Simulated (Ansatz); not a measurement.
## SnO2 (Pnnm), random displacements

Theory: Ansatz, DFT LDA, scalar-relativistic, plane waves, PAW. Cutoff 420 eV, Γ-centred 6×6×8 k-points, Gaussian smearing of 0.05 eV. No spin polarisation. Energies are free energies at this smearing, counted from the undisturbed cell; pressure is positive in compression.

The undisturbed cell (as given, not relaxed at this level):

```
Sn O
1.0
     4.78800    0.00000    0.00000
     0.00000    4.86658    0.00000
     0.00000    0.00000    3.24090
Sn O
2 4
Direct
  0.50000 0.50000 0.50000
  0.00000 0.00000 0.00000
  0.29185 0.32104 0.00000
  0.79185 0.17896 0.50000
  0.20814 0.82104 0.50000
  0.70815 0.67896 0.00000
```

The atoms are displaced (Å, in the unstrained cell):

| atom | ux | uy | uz |
| --- | --- | --- | --- |
| Sn1 | 0.053 | 0.029 | -0.007 |
| Sn2 | 0.156 | -0.011 | 0.365 |
| O3 | 0.026 | 0.210 | 0.541 |
| O4 | 0.069 | 0.033 | -0.461 |
| O5 | 0.200 | -0.065 | 0.053 |
| O6 | -0.504 | -0.195 | -0.492 |

The cell is not strained.

Problem. What are the energy change, the stress and the forces?

Solution. ΔE = 2931.2 meV/atom; stress (xx, yy, zz, yz, xz, xy; compression positive) (73.98, 70.61, 139.53, 77.19, 48.96, 8.50) GPa; gap on the mesh 0.45 eV.
```
atom Fx (eV/Å) Fy Fz
 Sn1      -9.13  -23.08  -37.18
 Sn2       9.98   -6.21   -9.15
  O3      -9.67   -8.52   -9.33
  O4      -9.44    6.80    7.54
  O5      -4.42    3.88    1.45
  O6      22.68   27.12   46.67
```

Cost: 1 run of about 0.45 core-minutes, on AMD EPYC 7R13 Processor (Zen 3) (shared hosts).